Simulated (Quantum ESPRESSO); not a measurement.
# KBr (Fm-3m) in Quantum ESPRESSO: further runs, part 2 of 4

Quantum ESPRESSO 7.5. Earlier steps stand in the parts before.

## Step 3: Phonons, PBE

The input, pw.in:

```
&CONTROL
  calculation = 'scf'
  prefix = 'pwscf'
  outdir = './tmp'
  pseudo_dir = './pseudo'
  tprnfor = .true.
  tstress = .true.
  disk_io = 'low'
/
&SYSTEM
  ibrav = 0
  nat = 2
  ntyp = 2
  ecutwfc = 74
  nbnd = 14
  occupations = 'smearing'
  smearing = 'fd'
  degauss = 0.00367493
/
&ELECTRONS
  conv_thr = 4d-10
  electron_maxstep = 120
  mixing_beta = 0.5
/
ATOMIC_SPECIES
Br    79.9040 Br.upf
K     39.0983 K.upf
CELL_PARAMETERS angstrom
   0.0000000000    3.3000000000    3.3000000000
   3.3000000000    0.0000000000    3.3000000000
   3.3000000000    3.3000000000    0.0000000000
ATOMIC_POSITIONS crystal
Br     0.5000000000    0.5000000000    0.5000000000
K      0.0000000000    0.0000000000    0.0000000000
K_POINTS automatic
4 4 4 1 1 1
```

The input, relax.in:

```
&CONTROL
  calculation = 'vc-relax'
  prefix = 'pwscf'
  outdir = './tmp'
  pseudo_dir = './pseudo'
  tprnfor = .true.
  tstress = .true.
  disk_io = 'low'
  nstep = 40
  forc_conv_thr = 0.0001
  etot_conv_thr = 1d-06
/
&SYSTEM
  ibrav = 0
  nat = 2
  ntyp = 2
  ecutwfc = 74
  nbnd = 14
  occupations = 'smearing'
  smearing = 'fd'
  degauss = 0.00367493
/
&ELECTRONS
  conv_thr = 4d-10
  electron_maxstep = 120
  mixing_beta = 0.5
/
&IONS
  ion_dynamics = 'bfgs'
/
&CELL
  cell_dynamics = 'bfgs'
  press = 0
  press_conv_thr = 0.2
/
ATOMIC_SPECIES
Br    79.9040 Br.upf
K     39.0983 K.upf
CELL_PARAMETERS angstrom
   0.0000000000    3.3000000000    3.3000000000
   3.3000000000    0.0000000000    3.3000000000
   3.3000000000    3.3000000000    0.0000000000
ATOMIC_POSITIONS crystal
Br     0.5000000000    0.5000000000    0.5000000000
K      0.0000000000    0.0000000000    0.0000000000
K_POINTS automatic
4 4 4 1 1 1
```

The input, scf2.in:

```
&CONTROL
  calculation = 'scf'
  prefix = 'pwscf'
  outdir = './tmp'
  pseudo_dir = './pseudo'
  tprnfor = .true.
  tstress = .true.
  disk_io = 'low'
/
&SYSTEM
  ibrav = 0
  nat = 2
  ntyp = 2
  ecutwfc = 74
  nbnd = 14
  occupations = 'fixed'
/
&ELECTRONS
  conv_thr = 1d-13
  electron_maxstep = 120
  mixing_beta = 0.5
  startingpot = 'file'
  startingwfc = 'file'
/
ATOMIC_SPECIES
Br    79.9040 Br.upf
K     39.0983 K.upf
CELL_PARAMETERS angstrom
   0.0000000000    3.3513474377    3.3513474377
   3.3513474377    0.0000000000    3.3513474377
   3.3513474377    3.3513474377    0.0000000000
ATOMIC_POSITIONS crystal
Br     0.5000000000    0.5000000000    0.5000000000
K      0.0000000000    0.0000000000    0.0000000000
K_POINTS automatic
4 4 4 1 1 1
```

The input, ph.in:

```
phonons of KBr
&INPUTPH
  prefix = 'pwscf'
  outdir = './tmp'
  tr2_ph = 1d-18
  fildyn = 'dyn'
  niter_ph = 90
  alpha_mix(1) = 0.7
  epsil = .true.
/
0.0000000000 0.0000000000 0.0000000000
```

The input, dynmat.in:

```
&INPUT
  fildyn = 'dyn'
  asr = 'crystal'
  lperm = .true.
  filout = 'dynmat.disp'
  fileig = 'dynmat.eig'
/
```

The input, dynmat_lo.in:

```
&INPUT
  fildyn = 'dyn'
  asr = 'crystal'
  filout = 'dynmat_lo.disp'
  fileig = 'dynmat_lo.eig'
  q(1) = 0
  q(2) = 0
  q(3) = 1
/
```

Potentials or basis: PseudoDojo 0.4.1 SR PBE standard.

Command:

```
$ OMP_NUM_THREADS=1 mpirun -n 4 pw.x -nk 2 -in pw.in > pw.out
$ OMP_NUM_THREADS=1 mpirun -n 4 pw.x -nk 2 -in relax.in > relax.out
$ OMP_NUM_THREADS=1 mpirun -n 4 pw.x -nk 2 -in scf2.in > scf2.out
$ OMP_NUM_THREADS=1 mpirun -n 4 ph.x -nk 2 -in ph.in > ph.out
$ OMP_NUM_THREADS=1 mpirun -n 1 dynmat.x -in dynmat.in > dynmat.out
$ OMP_NUM_THREADS=1 mpirun -n 1 dynmat.x -in dynmat_lo.in > dynmat_lo.out
```

pw.out:

```text
This program is part of the open-source Quantum ESPRESSO suite
     for quantum simulation of materials; please cite
[... 6 lines left out ...]
     using ibrav=0 with symmetry is DISCOURAGED, use correct ibrav instead

     K-points division:     npool     =       2
     Subspace diagonalization in iterative solution of the eigenvalue problem:
     a serial algorithm will be used

     --------------------
     sticks:   dense  smooth     PW     G-vecs:    dense   smooth      PW
     Min         792     792    225                20827    20827    3187
     Max         793     793    226                20828    20828    3188
     Sum        1585    1585    451                41655    41655    6375

     Using Slab Decomposition

     bravais-lattice index     =            0
     lattice parameter (alat)  =       8.8192  a.u.
     unit-cell volume          =     485.0298 (a.u.)^3
     number of atoms/cell      =            2
     number of atomic types    =            2
     number of electrons       =        16.00
     number of Kohn-Sham states=           14
     kinetic-energy cutoff     =      74.0000  Ry
     charge density cutoff     =     296.0000  Ry
     scf convergence threshold =      4.0E-10
     mixing beta               =       0.5000
     number of iterations used =            8  plain     mixing
     Exchange-correlation= PBE
                           (   1   4   3   4   0   0   0)

     celldm(1)=   8.819172  celldm(2)=   0.000000  celldm(3)=   0.000000
     celldm(4)=   0.000000  celldm(5)=   0.000000  celldm(6)=   0.000000

[... 8 lines left out ...]
               b(3) = (  0.707107  0.707107 -0.707107 )

     PseudoPot. # 1 for Br read from file:
     Br.upf
     Pseudo is Norm-conserving + core correction, Zval =  7.0
     Generated using ONCVPSP code by D. R. Hamann
     Using radial grid of 1098 points,  6 beta functions with:
                l(1) =   0
                l(2) =   0
                l(3) =   1
                l(4) =   1
                l(5) =   2
                l(6) =   2

     PseudoPot. # 2 for K  read from file:
     K.upf
     Pseudo is Norm-conserving + core correction, Zval =  9.0
     Generated using ONCVPSP code by D. R. Hamann
     Using radial grid of 2222 points,  6 beta functions with:
                l(1) =   0
                l(2) =   0
                l(3) =   1
                l(4) =   1
                l(5) =   2
                l(6) =   2

     atomic species   valence    mass     pseudopotential
     Br                7.00    79.90400     Br( 1.00)
     K                 9.00    39.09830     K ( 1.00)

     48 Sym. Ops., with inversion, found

   Cartesian axes

     site n.     atom                  positions (alat units)
         1        Br     tau(   1) = (   0.7071068   0.7071068   0.7071068  )
         2        K      tau(   2) = (   0.0000000   0.0000000   0.0000000  )

     number of k points=    10  Fermi-Dirac smearing, width (Ry)=  0.0037
                       cart. coord. in units 2pi/alat
        k(    1) = (   0.0883883   0.0883883   0.0883883), wk =   0.0625000
        k(    2) = (   0.2651650   0.2651650  -0.0883883), wk =   0.1875000
        k(    3) = (  -0.2651650  -0.2651650   0.4419417), wk =   0.1875000
        k(    4) = (  -0.0883883  -0.0883883   0.2651650), wk =   0.1875000
        k(    5) = (   0.4419417   0.0883883   0.0883883), wk =   0.1875000
        k(    6) = (  -0.0883883  -0.4419417   0.6187184), wk =   0.3750000
        k(    7) = (   0.0883883  -0.2651650   0.4419417), wk =   0.3750000
        k(    8) = (  -0.6187184   0.0883883   0.0883883), wk =   0.1875000
        k(    9) = (   0.2651650   0.2651650   0.2651650), wk =   0.0625000
        k(   10) = (  -0.2651650  -0.2651650   0.7954951), wk =   0.1875000

     Dense  grid:    41655 G-vectors     FFT dimensions: (  50,  50,  50)

     Initial potential from superposition of free atoms

     starting charge      15.9807, renormalised to      16.0000
     Starting wfcs are    9 randomized atomic wfcs +    5 random wfcs

     Self-consistent Calculation

     iteration #  1     ecut=    74.00 Ry     beta= 0.50
     Davidson diagonalization with overlap
     ethr =  1.00E-02,  avg # of iterations =  6.8

     Threshold (ethr) on eigenvalues was too large:
     Diagonalizing with lowered threshold

     Davidson diagonalization with overlap
     ethr =  2.97E-04,  avg # of iterations =  6.2

     total energy              =     -91.82647713 Ry
     estimated scf accuracy    <       0.04590864 Ry
[... 50 lines left out ...]
     iteration #  9     ecut=    74.00 Ry     beta= 0.50
     Davidson diagonalization with overlap
     ethr =  1.60E-11,  avg # of iterations =  2.0

     End of self-consistent calculation

          k = 0.0884 0.0884 0.0884 (  5155 PWs)   bands (ev):

   -26.6611 -11.2086 -10.1397 -10.1397 -10.0981   0.8936   1.0641   1.0641
     5.9441   8.6227   8.9089   8.9089   9.7451   9.7451

          k = 0.2652 0.2652-0.0884 (  5213 PWs)   bands (ev):

   -26.6579 -11.2888 -10.1574 -10.1400  -9.9764   0.2904   0.8657   0.8707
     7.2946   8.5075   9.5775  10.0470  10.3999  10.9372

          k =-0.2652-0.2652 0.4419 (  5217 PWs)   bands (ev):
[... 16 lines left out ...]
   -26.6549 -11.1952 -10.1988 -10.1787 -10.0435   0.3586   0.5754   0.7266
     7.9581   8.9695   9.4796  10.3679  11.2788  11.5586

          k = 0.0884-0.2652 0.4419 (  5217 PWs)   bands (ev):

   -26.6561 -11.2695 -10.1723 -10.1531  -9.9840   0.1971   0.7230   0.7915
     7.9453   8.4500  10.0693  10.5319  10.8657  11.2237

          k =-0.6187 0.0884 0.0884 (  5225 PWs)   bands (ev):

   -26.6549 -11.1313 -10.2076 -10.1703 -10.1322   0.3167   0.7372   0.8244
     7.2354   8.4771  10.1746  10.5799  10.8948  11.6478

          k = 0.2652 0.2652 0.2652 (  5225 PWs)   bands (ev):
[... 6 lines left out ...]
   -26.6554 -11.2604 -10.1882 -10.1527  -9.9844   0.2086   0.5963   0.7718
     8.1588   9.0120   9.8192  10.4837  10.7271  11.7394

     the Fermi energy is     2.3893 ev

!    total energy              =     -91.83627351 Ry
     estimated scf accuracy    <          3.6E-11 Ry
     smearing contrib. (-TS)   =      -0.00000000 Ry
     internal energy E=F+TS    =     -91.83627351 Ry

     The total energy is F=E-TS. E is the sum of the following terms:
     one-electron contribution =     -29.06537926 Ry
     hartree contribution      =      19.28291930 Ry
     xc contribution           =     -23.25593839 Ry
     ewald contribution        =     -58.79787517 Ry

     convergence has been achieved in   9 iterations

     Forces acting on atoms (cartesian axes, Ry/au):

     atom    1 type  1   force =    -0.00000000   -0.00000000    0.00000000
     atom    2 type  2   force =     0.00000000    0.00000000   -0.00000000

     Total force =     0.000000     Total SCF correction =     0.000000

     Computing stress (Cartesian axis) and pressure

          total   stress  (Ry/bohr**3)                   (kbar)     P=        7.02
   0.00004773  -0.00000000  -0.00000000            7.02       -0.00       -0.00
  -0.00000000   0.00004773  -0.00000000           -0.00        7.02       -0.00
  -0.00000000  -0.00000000   0.00004773           -0.00       -0.00        7.02

=------------------------------------------------------------------------------=
   JOB DONE.
=------------------------------------------------------------------------------=
```

Wall time 2 min (4 MPI ranks of Arm Neoverse V2, shared host); peak memory 0.36 GiB.

What came out:

```yaml
Free_energy: -1249.5034 eV
Relaxed_volume: 37.64 Å³/atom
Relaxed_cell: a = 4.740 Å, b = 4.740 Å, c = 4.740 Å, α = 60.00°, β = 60.00°, γ = 60.00°
Space_group_after_relaxing_to_0.05_Å: Fm-3m (No. 225)
Pressure_after_relaxing: 0.0 GPa
Electronic_dielectric_tensor_diagonal: 2.50
Born_charges_mean_of_the_diagonal: Br -1.14; K +1.14 e
Highest_phonon_frequency_at_Γ_LO-TO_splitting_left_out: 100 cm⁻¹
Static_dielectric_tensor_diagonal: 5.68
```

Step by step:
```
step  energy change (eV)  largest force (eV/Å)  pressure (GPa)  volume (Å³)
   1              0.0000                0.0000            0.70        71.87
   2             -0.0011                0.0000            0.64        72.13
   3             -0.0022                0.0000            0.58        72.42
   4             -0.0036                0.0000            0.48        72.84
   5             -0.0052                0.0000            0.35        73.49
   6             -0.0068                0.0000            0.15        74.46
   7             -0.0071                0.0000            0.01        75.25
   8             -0.0071                0.0000            0.00        75.28
```

Final structure:
```
Br K
1.0
     0.00000    3.35135    3.35135
     3.35135    0.00000    3.35135
     3.35135    3.35135    0.00000
Br K
1 1
Direct
  0.50000 0.50000 0.50000
  0.00000 0.00000 0.00000
```

Phonon frequencies in cm⁻¹ (negative: imaginary):
| q point | frequencies |
| --- | --- |
| (0.000, 0.000, 0.000) | -2 -2 -2 100 100 100 |

Electronic dielectric tensor:
```
2.50 0.00 0.00
0.00 2.50 0.00
0.00 0.00 2.50
```

Born effective charge tensors (e):
atom 1, Br
```
-1.14  0.00  0.00
 0.00 -1.14  0.00
 0.00  0.00 -1.14
```
atom 2, K
```
1.14 0.00 0.00
0.00 1.14 0.00
0.00 0.00 1.14
```

Optical modes at Γ, degenerate ones joined, polar ones without the macroscopic field:
```tsv
cm⁻¹	components	symmetry	active in	IR intensity, summed ((D/Å)²/amu)
100	3	T1u	IR	3.40
```

Zone-centre frequencies without and with the macroscopic field along z (cm⁻¹):
```
                optical modes in rising order
       without                    100 100 100
with the field                    100 100 151
```

Static dielectric tensor, electrons and zone-centre modes:
```
5.68 0.00 0.00
0.00 5.68 0.00
0.00 0.00 5.68
```

## Step 4: Phonons, PBE

pw.in is that of step 3.

relax.in is that of step 3.

scf2.in is that of step 3.

Changes to ph.in since step 3:

```diff
@@ -8,4 +8,3 @@
   alpha_mix(1) = 0.7
-  epsil = .true.
 /
-0.0000000000 0.0000000000 0.0000000000
+0.5303300859 0.5303300859 -0.0000000000
```

Potentials or basis: PseudoDojo 0.4.1 SR PBE standard.

Command:

```
$ OMP_NUM_THREADS=1 mpirun -n 4 pw.x -nk 2 -in pw.in > pw.out
$ OMP_NUM_THREADS=1 mpirun -n 4 pw.x -nk 2 -in relax.in > relax.out
$ OMP_NUM_THREADS=1 mpirun -n 4 pw.x -nk 2 -in scf2.in > scf2.out
$ OMP_NUM_THREADS=1 mpirun -n 4 ph.x -nk 2 -in ph.in > ph.out
```

pw.out:

```text
This program is part of the open-source Quantum ESPRESSO suite
     for quantum simulation of materials; please cite
[... 6 lines left out ...]
     using ibrav=0 with symmetry is DISCOURAGED, use correct ibrav instead

     K-points division:     npool     =       2
     Subspace diagonalization in iterative solution of the eigenvalue problem:
     a serial algorithm will be used

     --------------------
     sticks:   dense  smooth     PW     G-vecs:    dense   smooth      PW
     Min         792     792    225                20827    20827    3187
     Max         793     793    226                20828    20828    3188
     Sum        1585    1585    451                41655    41655    6375

     Using Slab Decomposition

     bravais-lattice index     =            0
     lattice parameter (alat)  =       8.8192  a.u.
     unit-cell volume          =     485.0298 (a.u.)^3
     number of atoms/cell      =            2
     number of atomic types    =            2
     number of electrons       =        16.00
[... 183 lines left out ...]
          k =-0.6187 0.0884 0.0884 (  5225 PWs)   bands (ev):

   -26.6549 -11.1313 -10.2076 -10.1703 -10.1322   0.3167   0.7372   0.8244
     7.2354   8.4771  10.1746  10.5799  10.8948  11.6478

          k = 0.2652 0.2652 0.2652 (  5225 PWs)   bands (ev):
[... 6 lines left out ...]
   -26.6554 -11.2604 -10.1882 -10.1527  -9.9844   0.2086   0.5963   0.7718
     8.1588   9.0120   9.8192  10.4837  10.7271  11.7394

     the Fermi energy is     2.3893 ev

!    total energy              =     -91.83627351 Ry
     estimated scf accuracy    <          3.6E-11 Ry
     smearing contrib. (-TS)   =      -0.00000000 Ry
     internal energy E=F+TS    =     -91.83627351 Ry

     The total energy is F=E-TS. E is the sum of the following terms:
     one-electron contribution =     -29.06537926 Ry
     hartree contribution      =      19.28291930 Ry
     xc contribution           =     -23.25593839 Ry
     ewald contribution        =     -58.79787517 Ry

     convergence has been achieved in   9 iterations

     Forces acting on atoms (cartesian axes, Ry/au):

     atom    1 type  1   force =    -0.00000000   -0.00000000    0.00000000
     atom    2 type  2   force =     0.00000000    0.00000000   -0.00000000

     Total force =     0.000000     Total SCF correction =     0.000000

     Computing stress (Cartesian axis) and pressure

          total   stress  (Ry/bohr**3)                   (kbar)     P=        7.02
   0.00004773  -0.00000000  -0.00000000            7.02       -0.00       -0.00
  -0.00000000   0.00004773  -0.00000000           -0.00        7.02       -0.00
  -0.00000000  -0.00000000   0.00004773           -0.00       -0.00        7.02

=------------------------------------------------------------------------------=
   JOB DONE.
=------------------------------------------------------------------------------=
```

Wall time 7.2 min (4 MPI ranks of Arm Neoverse V2, shared host); peak memory 0.36 GiB.

What came out:

* Free energy: -1249.5034 eV
* Relaxed volume: 37.64 Å³/atom
* Relaxed cell: a = 4.740 Å, b = 4.740 Å, c = 4.740 Å, α = 60.00°, β = 60.00°, γ = 60.00°
* Space group after relaxing (to 0.05 Å): Fm-3m (No. 225)
* Pressure after relaxing: 0.0 GPa
* Highest phonon frequency at the q point run: 109 cm⁻¹

Step by step:
| step | energy change (eV) | largest force (eV/Å) | pressure (GPa) | volume (Å³) |
| --- | --- | --- | --- | --- |
| 1 | 0.0000 | 0.0000 | 0.70 | 71.87 |
| 2 | -0.0011 | 0.0000 | 0.64 | 72.13 |
| 3 | -0.0022 | 0.0000 | 0.58 | 72.42 |
| 4 | -0.0036 | 0.0000 | 0.48 | 72.84 |
| 5 | -0.0052 | 0.0000 | 0.35 | 73.49 |
| 6 | -0.0068 | 0.0000 | 0.15 | 74.46 |
| 7 | -0.0071 | 0.0000 | 0.01 | 75.25 |
| 8 | -0.0071 | 0.0000 | 0.00 | 75.28 |

Final structure:
```yaml
crystal:
  lattice:
    - [0.00000, 3.35135, 3.35135]
    - [3.35135, 0.00000, 3.35135]
    - [3.35135, 3.35135, 0.00000]
  atoms:
    - { symbol: Br, position: [0.50000, 0.50000, 0.50000] }
    - { symbol: K, position: [0.00000, 0.00000, 0.00000] }
```

Phonon frequencies in cm⁻¹ (negative: imaginary):
| q point | frequencies |
| --- | --- |
| (0.375, 0.375, 0.750) | 52 66 68 98 109 109 |

Phonon modes at q = (0.375, 0.375, 0.750) in reciprocal lattice units:
```csv
mode,symmetry,cm⁻¹
1,B_1,52
2,B_2,66
3,A_1,68
4,B_1,98
5,B_2,109
6,A_1,109
```

(Part 2 of 4 ends here.)
